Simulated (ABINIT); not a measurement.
Zn:

```xyz
1
Lattice="0.0000 1.9648 1.9648 1.9648 0.0000 1.9648 1.9648 1.9648 0.0000" Properties=species:S:1:pos:R:3 pbc="T T T"
Zn    0.0000    0.0000    0.0000
```

This isn't the form of Zn at room conditions, which is hcp.

Base run:

```yaml
Program: ABINIT 10.8.3 (patched build)
Functional: PBEsol
Potentials_or_basis: JTH PAW PBE v2.0
Cutoff: 707 eV
k_mesh: 12 × 12 × 12
Occupations: fermi-dirac, width 0.05 eV
Spin: no spin polarisation
```

Its results: band gap on the k mesh none (metal or under the smearing width); pressure -5.4 GPa.

Question: The run is repeated on the same cell with these changes: functional from PBEsol to r2SCAN. What comes out?

Answer: Band gap on the k mesh none (metal or under the smearing width); pressure -4.7 GPa.

Caveats: the PAW data sets were made with another functional, which shifts forces and pressure a little.
